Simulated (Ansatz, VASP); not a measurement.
# GaSi31H (Ga-H pair in Si) in two plane-wave programs, part 2 of 2

Wanted: the spread between two codes on one cell, functional and k mesh. The cell is taken from a series of runs on this material, whose earlier steps may have relaxed, scaled, displaced or heated it; both programs get it as it stands.

VASP 6.6.1 and Ansatz 0.2.0.

So far. Step 2 (VASP: single point, HSE06): The run ends at a pressure of 0.54 GPa, with forces up to 3.0 eV/Å.

In doubt: a hybrid run on one k-point, which bears on gaps, levels and energies.

### 3. Ansatz: single point, HSE06

Level of this step: Ansatz beside VASP: Kohn-Sham DFT, plane waves, HSE06 (Ansatz).

Ansatz runs on its default PAW (the set named soft_2) files.

The same cell, functional, mesh and smearing now go to Ansatz.

input.yaml reads:

```yaml
crystal:
  lattice:
    - [-5.46978324, 5.46978324, 5.46978324]
    - [5.46978324, -5.46978324, 5.46978324]
    - [5.46978324, 5.46978324, -5.46978324]
  atoms:
    - { symbol: Si, position: [0.000498473, -0.000328758, 0.499692414] }
    - { symbol: Si, position: [-0.009708499, 0.244482717, 0.244246605] }
    - { symbol: Si, position: [0.000476974, 0.500025751, -0.000624639] }
    - { symbol: Si, position: [0.006818106, 0.755582569, 0.755337678] }
    - { symbol: Si, position: [0.249180871, -0.002074491, 0.249341865] }
    - { symbol: Si, position: [0.249081549, 0.249141328, -0.0021606] }
    - { symbol: Si, position: [0.245836832, 0.499838401, 0.755418593] }
    - { symbol: Si, position: [0.245774836, 0.755195076, 0.499814123] }
    - { symbol: Si, position: [0.500773785, 0.00031947, -1.3135e-05] }
    - { symbol: Si, position: [0.499779608, 0.248591964, 0.750343382] }
    - { symbol: Ga, position: [0.556466505, 0.50011125, 0.499630157] }
    - { symbol: Si, position: [0.499764454, 0.750668349, 0.248352475] }
    - { symbol: Si, position: [0.751193253, 0.001842952, 0.75136548] }
    - { symbol: Si, position: [0.751175439, 0.244120485, 0.499872671] }
    - { symbol: Si, position: [0.751194382, 0.499827195, 0.244368728] }
    - { symbol: Si, position: [0.751112974, 0.751124428, 0.001917929] }
    - { symbol: Si, position: [9.1595e-05, 0.000127606, 0.251216742] }
    - { symbol: Si, position: [0.000144717, 0.25159416, -6.4373e-05] }
    - { symbol: Si, position: [-0.003554504, 0.499938475, 0.750435745] }
    - { symbol: Si, position: [-0.003472498, 0.750799401, 0.499756692] }
    - { symbol: Si, position: [0.255247062, 0.003088333, 0.003195012] }
    - { symbol: Si, position: [0.248596563, 0.248429989, 0.748348573] }
    - { symbol: Si, position: [0.214136392, 0.499727107, 0.499917535] }
    - { symbol: Si, position: [0.248571995, 0.748330411, 0.248485193] }
    - { symbol: Si, position: [0.499908434, -0.000246379, 0.751001769] }
    - { symbol: Si, position: [0.501789508, 0.23780693, 0.499767434] }
    - { symbol: Si, position: [0.501610086, 0.499991392, 0.237272807] }
    - { symbol: Si, position: [0.499981479, 0.751422371, -0.00040358] }
    - { symbol: Si, position: [0.751998002, -0.003511539, 0.499958957] }
    - { symbol: Si, position: [0.74565999, 0.248995323, 0.249103772] }
    - { symbol: Si, position: [0.75196773, 0.499769173, -0.003314797] }
    - { symbol: Si, position: [0.764046718, 0.76213079, 0.762273922] }
    - { symbol: H, position: [0.390379542, 0.49953985, 0.499643427] }
basis:
  ecutwfc: 420
  xc_grid: 2
hamiltonian:
  xc: hse06
kpoints:
  mp_grid: { grid: [1, 1, 1] }
scf:
  occupations: { method: fermi_dirac, width: 0.01 }
  max_iter: 120
output:
  forces: true
checkpoint:
  read: "../relax.run"
```

Command:

```bash
> ansatz run input.yaml --threads 2 --pin off --max-ram 4710MiB --backend cpu --events-out ev --progress --plain --runs-dir out
```

Numbers of over 12 decimals in the logs are rounded to 6 here.

What it wrote:

```text
Warning: checkpoint.read: the run can stay near the saved state's solution: 2 site(s) moved relative to the saved geometry (max |Δs| = 1.885e-2 fractional); the SCF starts from the saved state under `checkpoint.density_extrapolation: transplant`, in force with no word given; its orbitals are not used off its sites. A run without `checkpoint.read` takes nothing of the state. A lower free energy from it at the same positions (and U, V and field ramp, if any) shows a solution that this start missed, and an equal or higher one rules none out (checkpoint.read, Limitations, in the input reference)
exact exchange: scf.exx.singularity resolves to wigner_seitz, which cuts the screened interaction at the faces of the exchange supercell's Wigner-Seitz cell, so that each pair interacts once, at the shortest of its separations (the periodic images that this leaves out come, for a point-like exchange hole, to about 0.019 eV on a filled level). The cut falls within the interaction's reach, and what an exchange supercel [...]
Engine: ansatz 0.2.0, aarch64-unknown-linux-gnu
Pseudopotentials: kind: paw
Pseudopotential: Si, paw, valence charge 4, recommended cutoff 420 eV (normal), Si.paw.azcp
Pseudopotential: Ga, paw, valence charge 13, recommended cutoff 420 eV (normal), Ga.paw.azcp
Pseudopotential: H, paw, valence charge 1, recommended cutoff 420 eV (normal), H.paw.azcp
Functional definition: HSE06
  parameter a = 0.25
  parameter omega = 0.11/bohr
  exchange = pbe_x - a*pbe_x_sr(omega) + a*exact_x_sr(omega)
  correlation = pbe_c
Crystal: 33 atoms, lattice volume = 654.591 Å³
Basis set: ecut = 420 eV, 12839 PW (Γ), exchange–correlation on 128×128×128 points (8 copies of the dense FFT grid, shifted against one another)
Bands: 102, of which v1, the nominal top of the filled ones, is band 69 counted from 1 (68 counted from 0)
Symmetry: 1 space group operations
Space group: P1 (ITA 1), of the structure as read, at distance tolerance 8.7e-5 Å
k-points: 1
Non-local potential: Si, projectors of the file, l = 0: 2, l = 1: 2, l = 2: 2
Non-local potential: Ga, projectors of the file, l = 0: 2, l = 1: 2, l = 2: 3, l = 3: 1
Non-local potential: H, projectors of the file, l = 0: 2, l = 1: 1
PAW form: soft (Blöchl's): semilocal exchange-correlation on the pseudo side does not see the compensation charge
PAW frozen core: Si, regenerated for the run's functional, and the local potential with it (the file was generated under x = pbe(κ = 0.804, μ = 0.219515), c = pbe(β = 0.066725))
PAW frozen core: Ga, regenerated for the run's functional, and the local potential with it (the file was generated under x = pbe(κ = 0.804, μ = 0.219515), c = pbe(β = 0.066725))
PAW one-centre angular grid: Si, 110 points (default); XC on 64 Gauss nodes
PAW one-centre angular grid: Ga, 590 points (default); XC on 64 Gauss nodes
PAW one-centre angular grid: H, 110 points (default); XC on 64 Gauss nodes
Initial density: read from a saved state, or passed on in memory by an earlier SCF of this step, an earlier step, the calling program or the single point that the run made first, carried with its atoms to this geometry
Initial wavefunctions: pseudopotential atomic-orbital guess
Functional: x = pbe(κ = 0.804, μ = 0.219515), c = pbe(β = 0.066725), warm-up for x = pbe(κ = 0.804, μ = 0.219515) + 0.25 (exact − pbe) at short range (hse, ω = 0.207870 Å⁻¹), c = pbe(β = 0.066725); HSE06 as pw.x's `hse` composes it (authors' and Libxc's form: `xc: wpbeh`)
iter 1 solved again at ethr=2.34e-4 eV; its pass at ethr=1.00e-1 eV (dr2=3.23e-1 eV) is discarded
SCF iter   1: F=—  HF=-23503.135090 eV  |F-HF|=—  |Δ(HF+E_count)|=         —  Δρ=8.17e-3  dr2=3.13e-1  ethr=2.34e-4  ⟨swp⟩=13.0  Hψ=745  notcnv=0
preconditioner: auto → none  [insulator: Δε(μ)=0.423 eV  Ē_g=8.560 eV  σ=0.010 eV  W_gap=1.00  n_scr=86 (ndim 8)  ℏωp=17.0 eV  f_vac=0.000  D(μ)=0.00/eV (n_scr^D=0)]
SCF iter   2: F=—  HF=-23503.047527 eV  |F-HF|=—  |Δ(HF+E_count)|=   8.76e-2  Δρ=2.72e-3  dr2=5.38e-2  ethr=2.27e-4  ⟨swp⟩=7.0  Hψ=266  notcnv=0  defer=1
SCF iter   3: F=—  HF=-23503.043179 eV  |F-HF|=—  |Δ(HF+E_count)|=   4.35e-3  Δρ=1.58e-3  dr2=4.46e-2  ethr=3.90e-5  ⟨swp⟩=8.0  Hψ=337  notcnv=0  defer=1
SCF iter   4: F=—  HF=-23503.034831 eV  |F-HF|=—  |Δ(HF+E_count)|=   8.35e-3  Δρ=6.10e-4  dr2=4.83e-3  ethr=3.23e-5  ⟨swp⟩=8.0  Hψ=301  notcnv=0  defer=1
iter 5 solved again at ethr=1.11e-7 eV; its pass at ethr=3.50e-6 eV (dr2=1.53e-4 eV) is discarded
SCF iter   5: F=—  HF=-23503.033986 eV  |F-HF|=—  |Δ(HF+E_count)|=   8.45e-4  Δρ=1.70e-4  dr2=1.50e-4  ethr=1.11e-7  ⟨swp⟩=5.0  Hψ=467  notcnv=0  defer=1
SCF iter   6: F=—  HF=-23503.033973 eV  |F-HF|=—  |Δ(HF+E_count)|=   1.28e-5  Δρ=5.31e-5  dr2=2.12e-5  ethr=1.08e-7  ⟨swp⟩=4.0  Hψ=198  notcnv=0  defer=1
SCF iter   7: F=-23503.033968 eV  HF=-23503.033974 eV  |F-HF|=6.23e-6  |Δ(HF+E_count)|=   7.71e-7  Δρ=2.27e-5  dr2=8.55e-6  ethr=1.54e-8  ⟨swp⟩=4.0  Hψ=205  notcnv=0
SCF 1 stopped early in 7 iterations: F = -23503.033968 eV  dr2 = 8.55e-6
  greatest PAW one-centre occupation: 0.994 electrons in one spin orbital (limit 2), on the Ga atom at site 10 (counted from 0), in its partial waves of l = 2
Initial density: handed on by an earlier stage of this run
Initial wavefunctions: those handed on with the density
[...]
SCF iter   6: F=—  HF=-23519.085268 eV  |F-HF|=—  |Δ(HF+E_count)|=   1.83e-4  Δρ=9.33e-5  dr2=3.56e-4  ethr=6.19e-8  ⟨swp⟩=4.0  Hψ=238  notcnv=0
SCF iter   7: F=—  HF=-23519.087115 eV  |F-HF|=—  |Δ(HF+E_count)|=   1.85e-3  Δρ=1.31e-4  dr2=1.82e-4  ethr=6.19e-8  ⟨swp⟩=5.0  Hψ=329  notcnv=0
SCF iter   8: F=-23519.087060 eV  HF=-23519.087062 eV  |F-HF|=2.08e-6  |Δ(HF+E_count)|=   5.28e-5  Δρ=2.05e-5  dr2=1.07e-5  ethr=6.19e-8  ⟨swp⟩=3.0  Hψ=208  notcnv=0
SCF 2 stopped early in 8 iterations: F = -23519.087060 eV  dr2 = 1.07e-5
  Residual-converged pass: ⟨swp⟩=5.0  Hψ=311  notcnv=0  max |occ|·‖R‖ = 5.9e-6 eV (tolerance 6.7e-6 eV)  dr2=1.09e-5  dr2_onsite=1.41e-7  max |Δocc| = 0.0e0
hybrid outer 1: dexx = +6.754e-2 eV, tail = 5.30e-5 eV
Exchange kernel: α = 0.2500, screened, ω = 0.2079 Å⁻¹, Wigner–Seitz truncation, v(0) = 842.9347 eV·Å³, q-mesh 1×1×1, nearest image of the exchange supercell L = 9.47 Å, pair-density grid 36×36×36, without the augmentation charges, whose exchange is taken in its separable form (sized by the pseudopotential files, 54×54×54 at the most)
Frozen-core exchange: fock
SCF iter   1: F=—  HF=-23519.086205 eV  |F-HF|=—  |Δ(HF+E_count)|=         —  Δρ=2.48e-5  dr2=8.11e-6  ethr=1.92e-7  ⟨swp⟩=8.0  Hψ=299  notcnv=0
preconditioner: auto → none  [insulator: Δε(μ)=1.056 eV  Ē_g=9.227 eV  σ=0.010 eV  W_gap=1.00  n_scr=86 (ndim 8)  ℏωp=16.4 eV  f_vac=0.000  D(μ)=0.00/eV (n_scr^D=0)]
SCF iter   2: F=—  HF=-23519.086203 eV  |F-HF|=—  |Δ(HF+E_count)|=   1.98e-6  Δρ=6.39e-6  dr2=7.06e-7  ethr=5.29e-9  ⟨swp⟩=3.0  Hψ=201  notcnv=0
SCF iter   3: F=—  HF=-23519.086205 eV  |F-HF|=—  |Δ(HF+E_count)|=   2.49e-6  Δρ=6.02e-6  dr2=3.35e-7  ethr=1.76e-10  ⟨swp⟩=7.0  Hψ=335  notcnv=0
SCF iter   4: F=—  HF=-23519.086205 eV  |F-HF|=—  |Δ(HF+E_count)|=   8.87e-8  Δρ=1.08e-6  dr2=4.52e-8  ethr=1.76e-10  ⟨swp⟩=3.0  Hψ=198  notcnv=0
SCF iter   5: F=—  HF=-23519.086206 eV  |F-HF|=—  |Δ(HF+E_count)|=   1.57e-7  Δρ=1.55e-6  dr2=2.64e-8  ethr=8.43e-12  ⟨swp⟩=8.0  Hψ=371  notcnv=0
SCF iter   6: F=-23519.086206 eV  HF=-23519.086206 eV  |F-HF|=1.91e-9  |Δ(HF+E_count)|=   6.04e-9  Δρ=2.77e-7  dr2=5.29e-9  ethr=8.43e-12  ⟨swp⟩=3.0  Hψ=216  notcnv=0
SCF 3 converged in 6 iterations: F = -23519.086206 eV  dr2 = 5.29e-9
  Residual-converged pass: ⟨swp⟩=3.0  Hψ=202  notcnv=0  max |occ|·‖R‖ = 1.5e-6 eV (tolerance 1.8e-6 eV)  dr2=5.46e-9  dr2_onsite=4.25e-11  max |Δocc| = 0.0e0
hybrid outer 2: dexx = +3.349e-6 eV, tail = 1.84e-8 eV, Δε = 2.01e-3 eV (about 5.13e-5 eV left of the loop's levels), ΔF = 4.74e-3 eV/Å (tail 5.05e-4)
WARN: the filled states extend beyond the cell (their overlap across the Brillouin zone is 0.359, against 0 in a metal and nearly 1 for localised states). With one k-point a hybrid's gap, moments and forces can then be wrong. Use a denser k-mesh, or a larger cell for a defect
hybrid SCF converged: 2 outer / 14 inner (+7 warm-up), last move |dexx| = 3.35e-6 eV, tail = 1.84e-8 eV
Stability not checked: this state was not tested for a lower state beside it, because the functional holds exact exchange (a hybrid, or Hartree-Fock), whose exchange loop this test does not read (fock_operator; see scf.lower_state_search)
Free energy (F): -23519.086205 eV
Frozen-core exchange: fock
Harris-Foulkes:  -23519.086205 eV  (|F-HF|=1.91e-9)
Internal energy: -23519.086205 eV  (E = F + TS)
E sigma→0 (E₀):  -23519.086205 eV
Fermi energy:    6.366306 eV
--- Per-component energies (eV) ---
  E_band       = -73.999184
  E_kinetic    = 1393.886096
  E_local      = -3640.015259  (includes V_loc(G=0)·N_el)
  E_nonlocal   = 1207.407105
  E_hartree    = 1557.667227
  E_xc         = -1458.319320
  E_vxc        = -1240.668312  (∫ρ·V_xc dr)
  E_exx        = -223.845931  (= α·E_x^exact, valence–valence)
  E_paw        = -18005.926508  (= ΣΔE_a)
  E_vpaw       = -462.249911  (= ΣTr[D̂ρ^β])
  E_aug_tail   = -0.001211  (compensation charges beyond the density's cutoff)
  E_ewald      = -4348.218045
  E_core_change = -1.720360  (= ΣΔE_core)
  E_smearing   = -0.000000  (= −TS)
  E_closure    = 0.000000  (closes the sum)
  Σ components = -23519.086205   (vs F -23519.086205, Δ=0.00e0)
--- Forces (eV/Å), atoms counted from 1 ---
  atom   1  Si    -0.01758603     0.02013587     0.02806729
  atom   2  Si    -0.03762293     0.05355121     0.05361314
  atom   3  Si    -0.01810655     0.03038280     0.01678338
  atom   4  Si     0.08436436     0.02841190     0.02696568
  atom   5  Si     0.00706036    -0.01200262     0.01606459
  atom   6  Si     0.00832418     0.01399880    -0.01134008
  atom   7  Si    -0.05312701     0.03963158     0.05429212
  atom   8  Si    -0.05452888     0.05339616     0.03805011
  atom   9  Si    -0.02995641     0.01972526     0.01694321
  atom  10  Si     0.01253899    -0.00913013     0.01511345
  atom  11  Ga    -0.51871269     0.52187090     0.52271763
  atom  12  Si     0.01288966     0.01547320    -0.00991420
  atom  13  Si    -0.01525503    -0.01328449    -0.00843639
  atom  14  Si    -0.02818804     0.02695983    -0.08211226
  atom  15  Si    -0.02849758    -0.08453807     0.02989097
  atom  16  Si    -0.01584204    -0.01040984    -0.01143641
  atom  17  Si    -0.00849315    -0.01651394    -0.00786239
  atom  18  Si    -0.00895865    -0.00506381    -0.01897653
  atom  19  Si    -0.01834878    -0.08613988     0.01774538
  atom  20  Si    -0.01813919     0.01884378    -0.08923752
  atom  21  Si    -0.02927794     0.00708090     0.00890251
  atom  22  Si     0.01775717     0.00618955    -0.00490747
  atom  23  Si    -0.88392561     0.87951623     0.88566472
  atom  24  Si     0.01821243    -0.00536783     0.00944866
  atom  25  Si     0.00643045    -0.01560577     0.00896293
  atom  26  Si    -0.07607410     0.07711620     0.02187611
  atom  27  Si    -0.07753120     0.02632719     0.07644907
  atom  28  Si     0.00544321     0.00848312    -0.01802160
  atom  29  Si    -0.00854517     0.00703675     0.02964114
  atom  30  Si     0.08847795     0.01686316     0.01971508
  atom  31  Si    -0.00903310     0.02876160     0.00920505
  atom  32  Si    -0.02371123     0.07307012     0.07864637
  atom  33  H      1.71792270    -1.71474255    -1.72246701
  max |Σ_I F_I| component: 4.67e-5 eV/Å
--- Band table (eV) ---
  k-point 0: bands = [... 65 lower, 4.7603, 5.6728, 5.8339, 5.8348, 6.8913]
  guard bands above this table: 32 of the run's 102 bands. The solve was not asked for them (output.publish_guard_bands: true or output.eigenvalues: true publishes all)
```

The column dr2 measures how far the density is from self-consistency, as an energy; F and HF (Harris–Foulkes) agree once it is small.

### 4. Side by side

Known differences besides the potentials themselves: exact exchange at q = 0 is treated differently, which shows on coarse meshes; VASP keeps PBE cores, Ansatz makes them for the functional; the cutoff is 420 eV in Ansatz and 400 eV in VASP (PREC = Accurate, projectors in real space); VASP takes a coarser grid for exact exchange (PRECFOCK = Fast). Total energies have different zeros and are not compared.

The two programs side by side:

| quantity | Ansatz | VASP | difference |
| --- | --- | --- | --- |
| gap on the k mesh (eV) | 1.057 | 1.104 | -0.048 |

Forces on 7 of the 33 atoms, those with the largest forces and the largest differences (eV/Å; atoms numbered as in POSCAR):

| atom | Ansatz x, y, z | VASP x, y, z |
| --- | --- | --- |
| Si14 | -0.028, -0.085, 0.030 | -0.027, -0.087, 0.028 |
| Si22 | -0.884, 0.880, 0.886 | -0.878, 0.874, 0.880 |
| Si25 | -0.076, 0.077, 0.022 | -0.080, 0.081, 0.019 |
| Si26 | -0.078, 0.026, 0.076 | -0.081, 0.023, 0.080 |
| Si31 | -0.024, 0.073, 0.079 | -0.021, 0.077, 0.083 |
| Ga32 | -0.519, 0.522, 0.523 | -0.517, 0.521, 0.521 |
| H33 | 1.718, -1.715, -1.722 | 1.714, -1.710, -1.718 |

The forces differ by 2.5 meV/Å r.m.s., which is 0.7 % of the r.m.s. force of 0.349 eV/Å (both taken over all components). A gap on the mesh is an upper bound, since the band edges may lie between its points.

### 5. What came out

* r.m.s. force difference (single point, HSE06): 0.72 % of the r.m.s. force
* difference in gap on the k mesh (single point, HSE06): -0.048 eV

In words: The difference in gap on the k mesh is -0.048 eV (single point, HSE06), within the 0.08 eV picked in this series as the mark of a large difference. How closely two codes agree says nothing of how well the functional describes the real material.

[Lines on the potential files, build, host, timing and source positions are cut from VASP's logs without a mark.]

[Logs are printed without paths, hosts, clocks, repeated set-up lines and the standing remarks that a program may print on its own settings, such as how far it seeks lower states.]

[Hosts, paths, dates, database ids (printed as entryN), source tags and the programs' standing remarks are cut or masked in the printed files.]
